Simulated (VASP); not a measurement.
# Cu in VASP: relaxation of the atoms with PBE

Aim: the relaxation of the atoms of Cu with PBE.

All numbers are computed with VASP 6.6.1; they aren't measurements. Logs are shortened: lines on timing, memory, paths and dates and some standing lists are left out, and cuts for length are marked.

### Step 1. Starting point

The cell holds a slab with vacuum, 11 atoms: a = 3.635 Å, b = 2.570 Å, c = 27.852 Å, α = 90.00°, β = 90.00°, γ = 90.00°.

The cell was built by a generator and needn't be a form met in nature.

### Step 2. Relaxation of the atoms, PBE

File INCAR:

```
SYSTEM = Cu
PREC = Accurate ; ENCUT = 520
EDIFF = 1E-6 ; ISMEAR = 1
SIGMA = 0.2 ; LREAL = .False.
LASPH = .True. ; NELM = 60
ALGO = Normal ; ISIF = 2
LWAVE = .False. ; LCHARG = .False.
GGA = PE ; IBRION = 2
NSW = 40 ; EDIFFG = -0.01
KPAR = 8
```

File KPOINTS:

```
Automatic mesh
0
Gamma
  12 18 1
  0 0 0
```

File POSCAR:

```
Cu
1.0
    3.6350000000      0.0000000000      0.0000000000
    0.0000000000      2.5703331496      0.0000000000
    0.0000000000      0.0000000000     27.8516657481
Cu
11
Direct
    0.0000000000      0.0000000000      0.2692837142
    0.5000000000      0.5000000000      0.3154269714
    0.0000000000      0.0000000000      0.3615702285
    0.5000000000      0.5000000000      0.4077134857
    0.0000000000      0.0000000000      0.4538567428
    0.5000000000      0.5000000000      0.5000000000
    0.0000000000      0.0000000000      0.5461432572
    0.5000000000      0.5000000000      0.5922865143
    0.0000000000      0.0000000000      0.6384297715
    0.5000000000      0.5000000000      0.6845730286
    0.0000000000      0.0000000000      0.7307162858
```

Potentials or basis: VASP PAW PBE potentials, release 64 (Cu).

Run with:

```
cat potpaw_PBE.64/Cu/POTCAR > POTCAR
mpirun -np 8 vasp_std > vasp.out
```

OUTCAR:

```text
SYSTEM = Cu
   PREC = Accurate
   ENCUT = 520
   EDIFF = 1E-6
   ISMEAR = 1
   LREAL = .False.
   LASPH = .True.
   NELM = 60
   ISIF = 2
   GGA = PE
   IBRION = 2
   NSW = 40
   EDIFFG = -0.01

 ion  position               nearest neighbor table
   1  0.000  0.000  0.269-   3 2.57   2 2.57   2 2.57   2 2.57   2 2.57
   2  0.500  0.500  0.315-   3 2.57   3 2.57   3 2.57   3 2.57   4 2.57   1 2.57   1 2.57   1 2.57
                             1 2.57
   3  0.000  0.000  0.362-   2 2.57   2 2.57   2 2.57   2 2.57   5 2.57   1 2.57   4 2.57   4 2.57
                             4 2.57   4 2.57
   4  0.500  0.500  0.408-   5 2.57   5 2.57   5 2.57   5 2.57   6 2.57   2 2.57   3 2.57   3 2.57
                             3 2.57   3 2.57
   5  0.000  0.000  0.454-   4 2.57   4 2.57   4 2.57   4 2.57   3 2.57   6 2.57   6 2.57   6 2.57
                             6 2.57   7 2.57
   6  0.500  0.500  0.500-   4 2.57   8 2.57   7 2.57   5 2.57   5 2.57   7 2.57   5 2.57   7 2.57
                             5 2.57   7 2.57
   7  0.000  0.000  0.546-   8 2.57   8 2.57   8 2.57   8 2.57   9 2.57   6 2.57   6 2.57   6 2.57
                             6 2.57   5 2.57
   8  0.500  0.500  0.592-   7 2.57   7 2.57   7 2.57   7 2.57  10 2.57   6 2.57   9 2.57   9 2.57
                             9 2.57   9 2.57
   9  0.000  0.000  0.638-  10 2.57  10 2.57  10 2.57  10 2.57  11 2.57   7 2.57   8 2.57   8 2.57
                             8 2.57   8 2.57
  10  0.500  0.500  0.685-   9 2.57   9 2.57   9 2.57   9 2.57   8 2.57  11 2.57  11 2.57  11 2.57
                            11 2.57
  11  0.000  0.000  0.731-   9 2.57  10 2.57  10 2.57  10 2.57  10 2.57

  LATTYP: Found a simple orthorhombic cell.
 ALAT       =     2.5703331496
 B/A-ratio  =     1.4142135624
 C/A-ratio  =    10.8358193771

  Lattice vectors:

 A1 = (   0.0000000000,  -2.5703331496,   0.0000000000)
 A2 = (   3.6350000000,   0.0000000000,   0.0000000000)
 A3 = (   0.0000000000,   0.0000000000,  27.8516657481)

Analysis of symmetry for initial positions (statically):
=====================================================================
 Subroutine PRICEL returns:
 Original cell was already a primitive cell.

 Routine SETGRP: Setting up the symmetry group for a
 simple orthorhombic supercell.

 Subroutine GETGRP returns: Found  8 space group operations
 (whereof  8 operations were pure point group operations)
 out of a pool of  8 trial point group operations.

The static configuration has the point symmetry D_2h.

Analysis of symmetry for dynamics (positions and initial velocities):
=====================================================================
 Subroutine PRICEL returns:
 Original cell was already a primitive cell.

 Routine SETGRP: Setting up the symmetry group for a
[... 153 lines left out ...]
   LEPSILON=     F    determine dielectric tensor
   LRPA    =     F    only Hartree local field effects (RPA)
 conjugate gradient relaxation of ions
 non-spin polarized calculation
 Methfessel and Paxton  Order N= 1 SIGMA  =   0.20
  energy-cutoff  :      520.00
  volume of cell :      260.22
 maximum number of plane-waves:      7055
 NGX is ok and might be reduce to    28
   NGX = 13   NGY =  9   NGZ =103

--------------------------------------- Ionic step        1  -------------------------------------------

 number of electron     120.9999889 magnetization

 Free energy of the ion-electron system (eV)
  ---------------------------------------------------
  ext. energy  EPLUGINS =         0.00000000
  ---------------------------------------------------
  free energy    TOTEN  =       -39.18720028 eV

  energy without entropy =      -39.19545890  energy(sigma->0) =      -39.18995316

------------------------ aborting loop because EDIFF is reached ----------------------------------------

  FORCE on cell =-STRESS in cart. coord.  units (eV):
  Direction    XX          YY          ZZ          XY          YZ          ZX
  --------------------------------------------------------------------------------------
  -------------------------------------------------------------------------------------
  Total       -2.5274553     -1.8142020     -1.7461768      0.0000000      0.0000000      0.0000000
  in kB      -15.5614142    -11.1699498    -10.7511220      0.0000000      0.0000000      0.0000000
  external PRESSURE =     -12.4941620 kB  Pullay stress =       0.0000000 kB
[... 116 lines left out ...]
  FREE ENERGIE OF THE ION-ELECTRON SYSTEM (eV)
  ---------------------------------------------------
  free  energy   TOTEN  =       -39.2365525365 eV

  energy  without entropy=      -39.2447393195  energy(sigma->0) =      -39.23928146

[... ionic steps 4 to 12 ...]

--------------------------------------- Ionic step       13  -------------------------------------------

 number of electron     120.9999872 magnetization

------------------------ aborting loop because EDIFF is reached ----------------------------------------
[... 85 lines left out ...]
--------------------------------------- Ionic step       15  -------------------------------------------

 number of electron     120.9999886 magnetization

 Free energy of the ion-electron system (eV)
  ---------------------------------------------------
  ext. energy  EPLUGINS =         0.00000000
  ---------------------------------------------------
  free energy    TOTEN  =       -39.24118269 eV

  energy without entropy =      -39.24960240  energy(sigma->0) =      -39.24398926

 E-fermi :   1.6588     XC(G=0):  -7.0780

 val. band max:        1.6524321243   @ k =   0.0000   0.2778   0.0000
 cond. band min:       1.6816168268   @ k =   0.5000   0.1111   0.0000
 fundamental gap:      0.0291847025
 Fermi energy:         1.6588182555

 k-point     1 :       0.0000    0.0000    0.0000
  band No.  band energies     occupation
      1      -7.4218      2.00000
      2      -6.9010      2.00000
      3      -6.0780      2.00000
      4      -5.0252      2.00000
      5      -3.8575      2.00000
      6      -3.0663      2.00000
[... 1789 lines left out ...]
     71       7.3418      0.00000
     72       8.3282      0.00000

 [... further k-points ...]

------------------------ aborting loop because EDIFF is reached ----------------------------------------

  FORCE on cell =-STRESS in cart. coord.  units (eV):
  Direction    XX          YY          ZZ          XY          YZ          ZX
  --------------------------------------------------------------------------------------
  -------------------------------------------------------------------------------------
  Total       -1.2009644     -1.1496648     -0.1372266     -0.0000000      0.0000000      0.0000000
  in kB       -7.3942767     -7.0784277     -0.8448972     -0.0000000      0.0000000      0.0000000
  external PRESSURE =      -5.1058672 kB  Pullay stress =       0.0000000 kB
[... 26 lines left out ...]
  FREE ENERGIE OF THE ION-ELECTRON SYSTEM (eV)
  ---------------------------------------------------
  free  energy   TOTEN  =       -39.2411826883 eV

  energy  without entropy=      -39.2496024007  energy(sigma->0) =      -39.24398926

 reached required accuracy - stopping structural energy minimisation
```

Run time: 41 min. Hardware: 8 MPI ranks of AMD EPYC 7R13 (Zen 3), shared host; peak memory 0.93 GiB.

What came out:

| Item | Value |
| --- | --- |
| Free energy | -39.2412 eV |
| Energy gained by relaxing | 4.9 meV/atom |
| Ionic steps | 15 |
| Largest force after relaxing | 0.006 eV/Å |
| Band gap on the k mesh | none (metal or under the smearing width) |

Forces in eV/Å, atoms in the order of the input:
```
Cu   0.000  0.000  0.002
Cu   0.000  0.000 -0.002
Cu   0.000  0.000  0.001
Cu   0.000  0.000 -0.001
Cu   0.000  0.000  0.006
Cu   0.000  0.000  0.000
Cu   0.000  0.000 -0.006
Cu   0.000  0.000  0.001
Cu   0.000  0.000 -0.001
Cu   0.000  0.000  0.002
Cu   0.000  0.000 -0.002
```

The path:
```
step  energy change (eV)  largest force (eV/Å)  pressure (GPa)
   1              0.0000                0.4243           -1.25
   2             -0.0249                0.3181           -1.15
   3             -0.0494                0.0832           -0.79
   4             -0.0495                0.0787           -0.87
   5             -0.0511                0.0367           -0.84
   6             -0.0518                0.0353           -0.81
   7             -0.0518                0.0346           -0.75
   8             -0.0522                0.0269           -0.74
   9             -0.0530                0.0341           -0.66
  10             -0.0530                0.0443           -0.61
  11             -0.0534                0.0334           -0.60
  12             -0.0537                0.0186           -0.57
  13             -0.0539                0.0318           -0.51
  14             -0.0539                0.0263           -0.53
  15             -0.0540                0.0055           -0.51
```

Final structure:
```
Cu
1.0
     3.63500    0.00000    0.00000
     0.00000    2.57033    0.00000
     0.00000    0.00000   27.85167
Cu
11
Cartesian
  0.0000 0.0000 7.6046
  1.8175 1.2852 8.7607
  0.0000 2.5703 10.0916
  1.8175 1.2852 11.3615
  0.0000 0.0000 12.6438
  1.8175 1.2852 13.9258
  0.0000 0.0000 15.2078
  1.8175 1.2852 16.4902
  0.0000 0.0000 17.7601
  1.8175 1.2852 19.0909
  0.0000 0.0000 20.2470
```
